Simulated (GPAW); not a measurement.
C:

```
C
1.0
     0.00000    1.78337    1.78337
     1.78337    0.00000    1.78337
     1.78337    1.78337    0.00000
C
2
Direct
  0.75000 0.75000 0.75000
  0.50000 0.50000 0.50000
```

This isn't the form of C at room conditions, which is graphite.

Base run:

- Program: GPAW 26.7.0
- Functional: LDA
- Potentials or basis: the program's PAW data sets (release 1.2.1) made for this functional
- Cutoff: 800 eV
- Basis: pw
- k mesh: 13 × 13 × 13
- Occupations: fermi-dirac, width 0.05 eV
- Spin: no spin polarisation

Its results: band gap on the k mesh 4.11 eV, indirect (least direct gap 5.55 eV); pressure -13.5 GPa.

Problem. After a change of settings the same cell gave: band gap on the k mesh 4.14 eV, indirect (least direct gap 5.60 eV); pressure 7.6 GPa. Which change was it?
A. functional from LDA to revPBE
B. functional from LDA to SCAN; potentials or basis from the program's PAW data sets (release 1.2.1) made for this functional to GPAW PAW data sets (gpaw-data 1.2.1)
C. functional from LDA to r2SCAN; potentials or basis from the program's PAW data sets (release 1.2.1) made for this functional to GPAW PAW data sets (gpaw-data 1.2.1)
D. functional from LDA to RPBE

Solution. D.

RPBE binds less tightly than LDA, so the same cell stands under more pressure.
